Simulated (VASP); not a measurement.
Here is a VASP 6.6.1 calculation.

Contents of INCAR:

```
PREC = Accurate
ENCUT = 520
EDIFF = 1E-6
ISMEAR = 0
SIGMA = 0.014
LREAL = False
LASPH = True
NELM = 100
ALGO = Normal
ISIF = 2
LWAVE = False
LCHARG = False
GGA = PE
NBANDS = 14
```

Contents of KPOINTS:

```
Automatic mesh
0
Gamma
  7 7 7
```

Contents of POSCAR:

```
NaI
1.0
    0.0000000000      3.2364000000      3.2364000000
    3.2364000000      0.0000000000      3.2364000000
    3.2364000000      3.2364000000      0.0000000000
I Na
1 1
Direct
    0.5000000000      0.5000000000      0.5000000000
    0.0000000000      0.0000000000      0.0000000000
```

Potentials or basis: VASP PAW PBE potentials, release 64 (I, Na_pv).

The run is started by

```sh
$ cat potpaw_PBE.64/I/POTCAR potpaw_PBE.64/Na_pv/POTCAR > POTCAR
$ mpirun -np 1 vasp_std > vasp.out
```

What does it give for the pressure?

0.4 GPa.

Estimate the band gap on the k mesh.

3.64 eV, direct.

Caveat: spin-orbit coupling is left out, which moves the levels of the heavy elements.
